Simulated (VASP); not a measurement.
Runs of VASP 6.6.1 on Si23W (a cell with a defect). The cell holds a defect, 24 atoms: a = 11.534 Å, b = 7.689 Å, c = 7.689 Å, α = 60.00°, β = 60.00°, γ = 60.00°. 

```tsv
task	spin	cell	gap on the mesh (eV)	pressure (GPa)	moment (μB)	largest force (eV/Å)
single point	collinear, ferromagnetic start	Cm, 20.09 Å³/atom	0.17	1.5	2.00	1.32
single point	off	Cm, 20.09 Å³/atom	none	1.1	-	(a)
single point	collinear, ferromagnetic start	P1, 20.09 Å³/atom	0.26	1.1	2.00	(b)
relaxation of the atoms	collinear, ferromagnetic start	atoms relaxed	0.26	1.1	2.00	0.02
```

Alike in all rows: level PBEsol+U; potentials or basis VASP PAW PBE potentials, release 64 (W_sv, Si); W d U = 2 eV; k mesh 2 × 3 × 3; cutoff (eV) 350; smearing gaussian 0.03 eV.

**Question.** Estimate the missing entries.

**Answer.** (a) 0.95; (b) 0.03.

Caveats: the PAW data sets were made with another functional, which shifts forces and pressure a little; the U is typed as a test and isn't derived for this compound; spin-orbit coupling is left out, which moves the levels of the heavy elements (some runs); U without spin polarisation on a metal has little footing (some runs).

A k mesh can miss the band edges, and the runs leave out spin-orbit coupling on W.

A gap of «none» marks a metal or a gap under the smearing width.

Not every run made on this cell is shown here.
